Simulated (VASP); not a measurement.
# Re (Fm-3m) in VASP: further runs

Runs on Re. Level: PBE. Tasks: relaxation of cell and atoms, single point.

Everything below comes from runs of VASP 6.6.1. Logs are shortened: lines on timing, memory, paths and dates and some standing lists are left out, and cuts for length are marked.

## (1) The structure

The structure is cubic, space group Fm-3m (No. 225). Conventional cell: a = 3.913 Å, b = 3.913 Å, c = 3.913 Å, α = 90.00°, β = 90.00°, γ = 90.00°. Re (site symmetry m-3m) has 12 Re at 2.77 Å as nearest neighbours.

This isn't the form of Re at room conditions, which is hcp.

## (2) Relaxation of cell and atoms, PBE

INCAR reads:

```
ALGO = Normal
EDIFF = 1E-6
EDIFFG = -0.005
ENCUT = 600
GGA = PE
IBRION = 2
ISIF = 3
ISMEAR = 0
LASPH = T
LCHARG = F
LREAL = F
LWAVE = F
NELM = 100
NSW = 100
PREC = Accurate
SIGMA = 0.1
```

KPOINTS reads:

```
k-points
0
Gamma
  18 18 18
```

POSCAR reads:

```
Re
1.0
    0.0000000000      1.9566279039      1.9566279039
    1.9566279039      0.0000000000      1.9566279039
    1.9566279039      1.9566279039      0.0000000000
Re
1
Direct
    0.0000000000      0.0000000000      0.0000000000
```

Potentials or basis: VASP PAW PBE potentials, release 64 (Re).

Run with:

```bash
$ cat potpaw_PBE.64/Re/POTCAR > POTCAR
$ mpirun -np 1 vasp_std > vasp.out
```

OUTCAR:

```text
EDIFF = 1E-6
   EDIFFG = -0.005
   ENCUT = 600
   GGA = PE
   IBRION = 2
   ISIF = 3
   ISMEAR = 0
   LASPH = T
   LREAL = F
   NELM = 100
   NSW = 100
   PREC = Accurate

 ion  position               nearest neighbor table
   1  0.000  0.000  0.000-

  LATTYP: Found a face centered cubic cell.
 ALAT       =     3.9132558078

  Lattice vectors:

 A1 = (   0.0000000000,   1.9566279039,   1.9566279039)
 A2 = (   1.9566279039,   0.0000000000,   1.9566279039)
 A3 = (   1.9566279039,   1.9566279039,   0.0000000000)

Analysis of symmetry for initial positions (statically):
=====================================================================
 Subroutine PRICEL returns:
 Original cell was already a primitive cell.

 Routine SETGRP: Setting up the symmetry group for a
 face centered cubic supercell.

 Subroutine GETGRP returns: Found 48 space group operations
 (whereof 48 operations were pure point group operations)
 out of a pool of 48 trial point group operations.

The static configuration has the point symmetry O_h .

Analysis of symmetry for dynamics (positions and initial velocities):
=====================================================================
 Subroutine PRICEL returns:
 Original cell was already a primitive cell.

 Routine SETGRP: Setting up the symmetry group for a
 face centered cubic supercell.

 Subroutine GETGRP returns: Found 48 space group operations
 (whereof 48 operations were pure point group operations)
 out of a pool of 48 trial point group operations.

The dynamic configuration has the point symmetry O_h .

 Subroutine INISYM returns: Found 48 space group operations
 (whereof 48 operations are pure point group operations),
 and found     1 'primitive' translations

----------------------------------------------------------------------------------------

                                     Primitive cell

  volume of cell :      14.9815

  direct lattice vectors                    reciprocal lattice vectors
     0.000000000  1.956627904  1.956627904    -0.255541689  0.255541689  0.255541689
     1.956627904  0.000000000  1.956627904     0.255541689 -0.255541689  0.255541689
     1.956627904  1.956627904  0.000000000     0.255541689  0.255541689 -0.255541689

  length of vectors
     2.767089718  2.767089718  2.767089718     0.442611189  0.442611189  0.442611189

  position of ions in fractional coordinates (direct lattice)
     0.000000000  0.000000000  0.000000000

  ion indices of the primitive-cell ions
   primitive index   ion index
                 1           1

----------------------------------------------------------------------------------------

 KPOINTS: k-points

Automatic generation of k-mesh.
 Grid dimensions read from file:
 generate k-points for:   18   18   18

 Generating k-lattice:

  Cartesian coordinates                     Fractional coordinates (reciprocal lattice)
    -0.014196761  0.014196761  0.014196761     0.055555556  0.000000000  0.000000000
     0.014196761 -0.014196761  0.014196761     0.000000000  0.055555556  0.000000000
     0.014196761  0.014196761 -0.014196761     0.000000000  0.000000000  0.055555556

  Length of vectors
     0.024589511  0.024589511  0.024589511

  Shift w.r.t. Gamma in fractional coordinates (k-lattice)
     0.000000000  0.000000000  0.000000000

 Subroutine IBZKPT returns following result:
 ===========================================

 Found    195 irreducible k-points:

 Following reciprocal coordinates:
            Coordinates               Weight
  0.000000  0.000000  0.000000      1.000000
  0.055556  0.000000  0.000000      8.000000
  0.111111  0.000000  0.000000      8.000000
  0.166667  0.000000  0.000000      8.000000
  0.222222  0.000000  0.000000      8.000000
  0.277778  0.000000  0.000000      8.000000
[... 16 lines left out ...]
 -0.277778  0.055556  0.000000     24.000000
 -0.222222  0.055556  0.000000     24.000000
 [... further k-points ...]
   k-points           NKPTS =    195   k-points in BZ     NKDIM =    195   number of bands    NBANDS=      7
   number of dos      NEDOS =    301   number of ions     NIONS =      1
   total plane-waves  NPLWV =  13824
   dimension x,y,z NGX =    24 NGY =   24 NGZ =   24
   dimension x,y,z NGXF=    48 NGYF=   48 NGZF=   48
   ions per type =               1
   NGX,Y,Z   is equivalent  to a cutoff of  14.42, 14.42, 14.42 a.u.
   NGXF,Y,Z  is equivalent  to a cutoff of  28.84, 28.84, 28.84 a.u.
 SYSTEM =  unknown system
   PREC   = accura    normal or accurate (medium, high low for compatibility)
   ISTART =      0    job   : 0-new  1-cont  2-samecut
   ICHARG =      2    charge: 1-file 2-atom 10-const
   ISPIN  =      1    spin polarized calculation?
   LNONCOLLINEAR =      F non collinear calculations
   LSORBIT =      F    spin-orbit coupling
   LASPH  =      T    aspherical Exc in radial PAW
   ENCUT  =  600.0 eV  44.10 Ry    6.64 a.u.   5.53  5.53  5.53*2*pi/ulx,y,z
   NELM   =    100;   NELMIN=  2; NELMDL= -5     # of ELM steps
   EDIFF  = 0.1E-05   stopping-criterion for ELM
   LREAL  =      F    real-space projection
   EDIFFG = -.5E-02   stopping-criterion for IOM
   NSW    =    100    number of steps for IOM
   IBRION =      2    ionic relax: 0-MD 1-quasi-New 2-CG
   NFREE  =      1    steps in history (QN), initial steepest desc. (CG)
   ISIF   =      3    stress and relaxation
   ISYM   =      2    0-nonsym 1-usesym 2-fastsym
   POTIM  = 0.5000    time-step for ionic-motion
   TEBEG  =    0.0;   TEEND  =   0.0 temperature during run
   PSTRESS=    0.0 pullay stress
   NELECT =       7.0000    total number of electrons
   NUPDOWN=      -1.0000    fix difference up-down
   EMIN   =  10.00;   EMAX   =-10.00  energy-range for DOS
   EFERMI =   0.00;   METHOD = LEGACY
   ISMEAR =     0;   SIGMA  =   0.10  broadening in eV -4-tet -1-fermi 0-gaus
   EFERMI_NEDOS =   21; number of points for ismear=-14 and -15
   IALGO  =     38    algorithm
   IMIX   =      4    mixing-type and parameters
     AMIX     =   0.40;   BMIX     =  1.00
     AMIX_MAG =   1.60;   BMIX_MAG =  1.00
  volume/ion in A,a.u.               =      14.98       101.10
  Fermi-wavevector in a.u.,A,eV,Ry     =   1.270348  2.400609 21.956854  1.613783
  Thomas-Fermi vector in A             =   2.403340
   LORBIT       =      0    0 simple, 1 ext, 2 COOP (PROOUT), +10 PAW based schemes
   GGA     = PE    functional components
   LHFCALC =     F    Hartree Fock is set to
   AEXX    =    0.0000 exact exchange contribution
   IVDW    =     0    specifies the selected vdW correction
   LEPSILON=     F    determine dielectric tensor
   LRPA    =     F    only Hartree local field effects (RPA)
 conjugate gradient relaxation of ions
 non-spin polarized calculation
 Gauss-broadening in eV      SIGMA  =   0.10
  energy-cutoff  :      600.00
  volume of cell :       14.98
 maximum number of plane-waves:       531
 NGX is ok and might be reduce to    24
   NGX = 11   NGY = 11   NGZ = 11

--------------------------------------- Ionic step        1  -------------------------------------------

 number of electron       7.0000001 magnetization

 Free energy of the ion-electron system (eV)
  ---------------------------------------------------
  ext. energy  EPLUGINS =         0.00000000
  ---------------------------------------------------
  free energy    TOTEN  =       -12.36438922 eV

  energy without entropy =      -12.35996619  energy(sigma->0) =      -12.36217770

------------------------ aborting loop because EDIFF is reached ----------------------------------------

  FORCE on cell =-STRESS in cart. coord.  units (eV):
  Direction    XX          YY          ZZ          XY          YZ          ZX
  --------------------------------------------------------------------------------------
  -------------------------------------------------------------------------------------
  Total        0.0146501      0.0146501      0.0146501     -0.0000000     -0.0000000      0.0000000
  in kB        1.5667396      1.5667396      1.5667396     -0.0000000     -0.0000000      0.0000000
  external PRESSURE =       1.5667396 kB  Pullay stress =       0.0000000 kB
[... 55 lines left out ...]
  energy  without entropy=      -12.3599004306  energy(sigma->0) =      -12.36211794

--------------------------------------- Ionic step        3  -------------------------------------------

 number of electron       7.0000001 magnetization

 Free energy of the ion-electron system (eV)
  ---------------------------------------------------
  ext. energy  EPLUGINS =         0.00000000
  ---------------------------------------------------
  free energy    TOTEN  =       -12.36439108 eV

  energy without entropy =      -12.35996649  energy(sigma->0) =      -12.36217879

 E-fermi :   7.9158     XC(G=0): -13.6308

 val. band max:        7.8938458446   @ k =   0.4444   0.2222   0.0000
 cond. band min:       7.9371676242   @ k =   0.4444   0.3889   0.0556
 fundamental gap:      0.0433217796
 Fermi energy:         7.9157820137

 k-point     1 :       0.0000    0.0000    0.0000
  band No.  band energies     occupation
      1      -2.0770      2.00000
      2       6.0573      2.00000
      3       6.0573      2.00000
      4       6.0573      2.00000
      5       9.1577      0.00000
      6       9.1577      0.00000
      7      21.8220      0.00000
[... 221 lines left out ...]
 k-point    24 :      -0.2222    0.0556    0.0000
  band No.  band energies     occupation
      1       0.1987      2.00000
      2       5.1108      2.00000
      3       6.5077      2.00000
      4       6.6397      2.00000
      5       8.7415      0.00000
      6       9.7623      0.00000
      7      22.1595      0.00000

 [... further k-points ...]
[... 5 lines left out ...]
  --------------------------------------------------------------------------------------
  -------------------------------------------------------------------------------------
  Total        0.0007068      0.0007068      0.0007068      0.0000000     -0.0000000      0.0000000
  in kB        0.0755570      0.0755570      0.0755570      0.0000000     -0.0000000      0.0000000
  external PRESSURE =       0.0755570 kB  Pullay stress =       0.0000000 kB
[... 16 lines left out ...]
  FREE ENERGIE OF THE ION-ELECTRON SYSTEM (eV)
  ---------------------------------------------------
  free  energy   TOTEN  =       -12.3643910846 eV

  energy  without entropy=      -12.3599664935  energy(sigma->0) =      -12.36217879

 reached required accuracy - stopping structural energy minimisation
```

Run time: 20 s. Hardware: 1 thread of Intel Xeon Platinum 8488C (Sapphire Rapids), shared host; peak memory 0.16 GiB.

Results:

- Free energy: -12.3644 eV
- Relaxed volume: 14.99 Å³/atom
- Relaxed cell: a = 2.767 Å, b = 2.767 Å, c = 2.767 Å, α = 60.00°, β = 60.00°, γ = 60.00°
- Space group after relaxing (to 0.05 Å): Fm-3m (No. 225)
- Energy gained by relaxing: 0.0 meV/atom
- Ionic steps: 3
- Pressure after relaxing: 0.0 GPa
- Band gap on the k mesh: none (metal or under the smearing width)

Final structure:
```
CELL_PARAMETERS angstrom
0.00000 1.95686 1.95686
1.95686 0.00000 1.95686
1.95686 1.95686 0.00000
ATOMIC_POSITIONS crystal
Re 0.00000 0.00000 0.00000
```

Levels at points of the mesh, in eV from the Fermi level:
| k point | band 1 | band 2 | band 3 | band 4 | band 5 | band 6 | band 7 |
| --- | --- | --- | --- | --- | --- | --- | --- |
| (0.00, 0.00, 0.00) | -9.99 | -1.86 | -1.86 | -1.86 | 1.24 | 1.24 | 13.91 |
| (0.50, 0.00, 0.00) | -6.74 | -2.06 | -2.06 | 0.20 | 3.72 | 3.72 | 9.72 |
| (0.50, 0.50, 0.00) | -6.66 | -5.81 | 2.74 | 3.67 | 4.45 | 4.45 | 12.14 |

## (3) Single point, PBE (the database's cell and atoms)

INCAR reads:

```
SYSTEM = Re
PREC = Accurate
ENCUT = 520
EDIFF = 1E-7
ISMEAR = 0
SIGMA = 0.1
LREAL = .FALSE.
LASPH = .TRUE.
NELM = 100
ALGO = Fast
ISIF = 2
LWAVE = .FALSE.
LCHARG = .FALSE.
GGA = PE
NBANDS = 10
```

KPOINTS reads:

```
Automatic mesh
0
G
  18 18 18
  0 0 0
```

POSCAR reads:

```
Re
1.0
    0.0000000000      1.9750000000      1.9750000000
    1.9750000000      0.0000000000      1.9750000000
    1.9750000000      1.9750000000      0.0000000000
Re
1
Direct
    0.0000000000      0.0000000000      0.0000000000
```

Potentials or basis: VASP PAW PBE potentials, release 64 (Re).

Run with:

```bash
$ cat potpaw_PBE.64/Re/POTCAR > POTCAR
$ mpirun -np 1 vasp_std > vasp.out
```

OUTCAR:

```text
SYSTEM = Re
   PREC = Accurate
   ENCUT = 520
   EDIFF = 1E-7
   ISMEAR = 0
   LREAL = .FALSE.
   LASPH = .TRUE.
   NELM = 100
   ISIF = 2
   GGA = PE

 ion  position               nearest neighbor table
   1  0.000  0.000  0.000-

  LATTYP: Found a face centered cubic cell.
 ALAT       =     3.9500000000

  Lattice vectors:

 A1 = (   0.0000000000,   1.9750000000,   1.9750000000)
 A2 = (   1.9750000000,   0.0000000000,   1.9750000000)
 A3 = (   1.9750000000,   1.9750000000,   0.0000000000)

Analysis of symmetry for initial positions (statically):
=====================================================================
 Subroutine PRICEL returns:
 Original cell was already a primitive cell.

 Routine SETGRP: Setting up the symmetry group for a
 face centered cubic supercell.

 Subroutine GETGRP returns: Found 48 space group operations
 (whereof 48 operations were pure point group operations)
 out of a pool of 48 trial point group operations.

The static configuration has the point symmetry O_h .

Analysis of symmetry for dynamics (positions and initial velocities):
=====================================================================
 Subroutine PRICEL returns:
 Original cell was already a primitive cell.

 Routine SETGRP: Setting up the symmetry group for a
 face centered cubic supercell.

 Subroutine GETGRP returns: Found 48 space group operations
 (whereof 48 operations were pure point group operations)
 out of a pool of 48 trial point group operations.

The dynamic configuration has the point symmetry O_h .

 Subroutine INISYM returns: Found 48 space group operations
 (whereof 48 operations are pure point group operations),
 and found     1 'primitive' translations

----------------------------------------------------------------------------------------

                                     Primitive cell

  volume of cell :      15.4075

[... 107 lines left out ...]
  volume/ion in A,a.u.               =      15.41       103.97
  Fermi-wavevector in a.u.,A,eV,Ry     =   1.258531  2.378278 21.550255  1.583899
  Thomas-Fermi vector in A             =   2.392135
   LORBIT       =      0    0 simple, 1 ext, 2 COOP (PROOUT), +10 PAW based schemes
   GGA     = PE    functional components
   LHFCALC =     F    Hartree Fock is set to
   AEXX    =    0.0000 exact exchange contribution
   IVDW    =     0    specifies the selected vdW correction
   LEPSILON=     F    determine dielectric tensor
   LRPA    =     F    only Hartree local field effects (RPA)
 non-spin polarized calculation
 RMM-DIIS sequential band-by-band and
 Gauss-broadening in eV      SIGMA  =   0.10
  energy-cutoff  :      520.00
  volume of cell :       15.41
 maximum number of plane-waves:       432
 NGX is ok and might be reduce to    24
   NGX = 11   NGY = 11   NGZ = 11

 number of electron       7.0000000 magnetization

 Free energy of the ion-electron system (eV)
  ---------------------------------------------------
  ext. energy  EPLUGINS =         0.00000000
  ---------------------------------------------------
  free energy    TOTEN  =       -12.35038937 eV

  energy without entropy =      -12.34581671  energy(sigma->0) =      -12.34810304

 E-fermi :   7.5736     XC(G=0): -13.4791

 val. band max:        7.5595082863   @ k =   0.4444   0.3889   0.0556
 cond. band min:       7.6214745885   @ k =  -0.4444   0.2778   0.1111
 fundamental gap:      0.0619663022
 Fermi energy:         7.5735680640

 k-point     1 :       0.0000    0.0000    0.0000
  band No.  band energies     occupation
      1      -2.2189      2.00000
      2       5.7904      2.00000
      3       5.7904      2.00000
      4       5.7904      2.00000
      5       8.7612      0.00000
      6       8.7612      0.00000
      7      21.4571      0.00000
      8      26.8545      0.00000
      9      26.8545      0.00000
     10      26.8545      0.00000
[... 287 lines left out ...]
 k-point    24 :      -0.2222    0.0556    0.0000
  band No.  band energies     occupation
      1       0.0041      2.00000
      2       4.8695      2.00000
      3       6.2250      2.00000
      4       6.3533      2.00000
      5       8.3721      0.00000
      6       9.3461      0.00000
      7      21.6877      0.00000
      8      24.8965      0.00000
      9      29.5095      0.00000
     10      31.0644      0.00000

 [... further k-points ...]
[... 5 lines left out ...]
  --------------------------------------------------------------------------------------
  -------------------------------------------------------------------------------------
  Total       -0.9361385     -0.9361385     -0.9361385      0.0000000      0.0000000      0.0000000
  in kB      -97.3462840    -97.3462840    -97.3462840      0.0000000      0.0000000      0.0000000
  external PRESSURE =     -97.3462840 kB  Pullay stress =       0.0000000 kB

 VOLUME and BASIS-vectors are now :
 -----------------------------------------------------------------------------
  energy-cutoff  :      520.00
  volume of cell :       15.41
      direct lattice vectors                 reciprocal lattice vectors
     0.000000000  1.975000000  1.975000000    -0.253164557  0.253164557  0.253164557
     1.975000000  0.000000000  1.975000000     0.253164557 -0.253164557  0.253164557
     1.975000000  1.975000000  0.000000000     0.253164557  0.253164557 -0.253164557

 POSITION                                       TOTAL-FORCE (eV/Angst)
 -----------------------------------------------------------------------------------
      0.00000      0.00000      0.00000         0.000000      0.000000     -0.000000
 -----------------------------------------------------------------------------------
    total drift:                               -0.000000      0.000000      0.000000

  FREE ENERGIE OF THE ION-ELECTRON SYSTEM (eV)
  ---------------------------------------------------
  free  energy   TOTEN  =       -12.3503893742 eV

  energy  without entropy=      -12.3458167129  energy(sigma->0) =      -12.34810304
```

OSZICAR:

```text
N       E                     dE             d eps       ncg     rms          rms(c)
DAV:   1     0.535927094910E+01    0.53593E+01   -0.34000E+03  6160   0.757E+02
DAV:   2    -0.127233230865E+02   -0.18083E+02   -0.16661E+02  5976   0.158E+02
DAV:   3    -0.130888131606E+02   -0.36549E+00   -0.36063E+00  6438   0.375E+01
DAV:   4    -0.130900871364E+02   -0.12740E-02   -0.12735E-02  6338   0.104E+00
DAV:   5    -0.130900893780E+02   -0.22417E-05   -0.22418E-05  5714   0.258E-02    0.276E+01
RMM:   6    -0.125228772375E+02    0.56721E+00   -0.74858E-02  4253   0.118E+01    0.104E+01
RMM:   7    -0.123554402865E+02    0.16744E+00   -0.75303E-01  5907   0.121E+01    0.153E+00
RMM:   8    -0.123510645957E+02    0.43757E-02   -0.53962E-03  5038   0.244E+00    0.295E-01
RMM:   9    -0.123503683290E+02    0.69627E-03   -0.12270E-02  5986   0.800E-01    0.620E-02
RMM:  10    -0.123503942911E+02   -0.25962E-04   -0.64437E-04  6023   0.210E-01    0.375E-02
RMM:  11    -0.123503895023E+02    0.47889E-05   -0.13178E-04  5433   0.172E-01    0.775E-03
RMM:  12    -0.123503898286E+02   -0.32632E-06   -0.32188E-05  5991   0.466E-02    0.563E-03
RMM:  13    -0.123503897565E+02    0.72101E-07   -0.25416E-06  5427   0.128E-02    0.517E-03
RMM:  14    -0.123503892944E+02    0.46204E-06   -0.14030E-07  3685   0.161E-02    0.347E-03
RMM:  15    -0.123503893742E+02   -0.79713E-07   -0.95470E-08  3688   0.235E-02
   1 F= -.12350389E+02 E0= -.12348103E+02  d E =-.457266E-02
```

It took 21 s on 1 thread of Intel Xeon Platinum 8488C (Sapphire Rapids), shared host; peak memory 0.16 GiB.

Results:

```
Free energy            : -12.3504 eV
Pressure               : -9.7 GPa
Band gap on the k mesh : none (metal or under the smearing width)
```

The run has no spin-orbit coupling, so splittings on Re are missing.
